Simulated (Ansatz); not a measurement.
## HfN in the NiAs-type structure

The computed numbers are results of PBEsol, scalar-relativistic (no spin polarisation) in the plane-wave PAW code Ansatz at 420 eV, 10×10×8 k-mesh, Gaussian smearing of 0.05 eV; PAW files: Ansatz's generated set soft_2.

```
Hf N
1.0
     3.12412    0.00000    0.00000
    -1.56206    2.70557    0.00000
     0.00000    0.00000    5.61354
Hf N
2 2
Direct
  0.00000 0.00000 0.00000
  0.00000 0.00000 0.50000
  0.33333 0.66667 0.25000
  0.66667 0.33333 0.75000
```

This is a trial structure; measured cells of the compound in the Crystallography Open Database are in space group Fm-3m (rock salt).

Cell and atoms are those of this level's equilibrium.

The cell has space group P6_3/mmc (read at 0.01 Å). In it the stress is 0.00, 0.00, 0.00, 0.00, 0.00, 0.00 GPa and the largest force component 0.000 eV/Å. Each change below starts from this cell, without further relaxation. Stress is in GPa, positive in compression, in the order xx, yy, zz, yz, xz, xy; energies are counted from the cell above and are free energies with the smearing's entropy, which match forces and stress in a metal.

Problem. What happens when atom 3 (N) is moved by 0.20 Å along y?

Solution. The energy changes by 161.6 meV per cell, and the force on it along the shift is -1.457 eV/Å (−F/u = 7.28 eV/Å²). Stress: 4.37, -2.52, 3.50, 0.00, 0.00, 0.00.
```tsv
atom	Fx (eV/Å)	Fy	Fz
Hf1	0.000	0.529	-0.246
Hf2	0.000	0.529	0.246
N3	0.000	-1.457	0.000
N4	0.000	0.399	0.000
```
In a harmonic crystal the energy would rise by −½F·u = ½ × 7.28 × 0.20² eV = 145.7 meV, close to the run's value; the rest is anharmonic or numerical.

Problem. What stress follows from an engineering strain of -2 % in yy, atoms carried along?

Solution. 2.13, 10.29, 3.39, 0.00, 0.00, 0.00 GPa; the energy changes by 30.1 meV per cell.
```
atom  Fx (eV/Å)      Fy     Fz
 Hf1      0.000   0.000  0.000
 Hf2      0.000   0.000  0.000
  N3      0.000   0.179  0.000
  N4      0.000  -0.179  0.000
```
The change of the stress over the strain gives a clamped-atom stiffness of about 514 GPa for this component, a secant value that lies under the elastic constant in tension and over it in compression, by several per cent for each per cent of strain.
In a harmonic crystal the energy would rise by V(½Cε² − σ₀ε), with σ₀ the stress of the unstrained cell, = 30.5 meV, which matches.

Spin–orbit coupling, which matters for such heavy elements, is left out.
